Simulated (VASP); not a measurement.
Here is a VASP 6.6.1 calculation.

INCAR

```
PREC = Accurate
ENCUT = 520
EDIFF = 1E-6
ISMEAR = -1
SIGMA = 0.05
LREAL = False
LASPH = True
NELM = 100
ALGO = Normal
ISIF = 2
LWAVE = False
LCHARG = False
GGA = PS
IVDW = 13
NBANDS = 16
```

The input KPOINTS:

```
regular mesh
0
Gamma
  8 8 8
```

Contents of POSCAR:

```
GaSb
1.0
    0.0000000000      3.0309717852      3.0309717852
    3.0309717852      0.0000000000      3.0309717852
    3.0309717852      3.0309717852      0.0000000000
Sb Ga
1 1
Direct
    0.7500000000      0.7500000000      0.7500000000
    0.0000000000      0.0000000000      0.0000000000
```

Potentials or basis: VASP PAW PBE potentials, release 64 (Sb, Ga_d).

Launch:

```sh
$ cat potpaw_PBE.64/Sb/POTCAR potpaw_PBE.64/Ga_d/POTCAR > POTCAR
$ mpirun -np 1 vasp_std > vasp.out
```

(1) What does it give for the pressure?

(2) What does it give for the dispersion energy per atom?

(3) What does it give for the band gap on the k mesh?

## Answers

(1) 0.1 GPa.

(2) -0.252 eV.

(3) 0.19 eV, direct.

Caveat: the PAW data sets were made with another functional, which shifts forces and pressure a little; spin-orbit coupling is left out, which moves the levels of the heavy elements.

**The experiment to reproduce.**

From a printed reference work, data compilation, for a bulk crystal of GaSb at 4.2 K: band gap 0.811 eV (direct).

A measured gap of GaSb is 0.811 eV (direct; 4.2 K; a printed reference work, data compilation); the calculated 0.19 eV misses it by -0.62 eV. Spin-orbit coupling on Ga, Sb is left out. The value is that of PBEsol+D4 on a finite k mesh, which can miss the band edges, without temperature or zero-point motion. Semilocal functionals fall short of measured gaps as a rule.
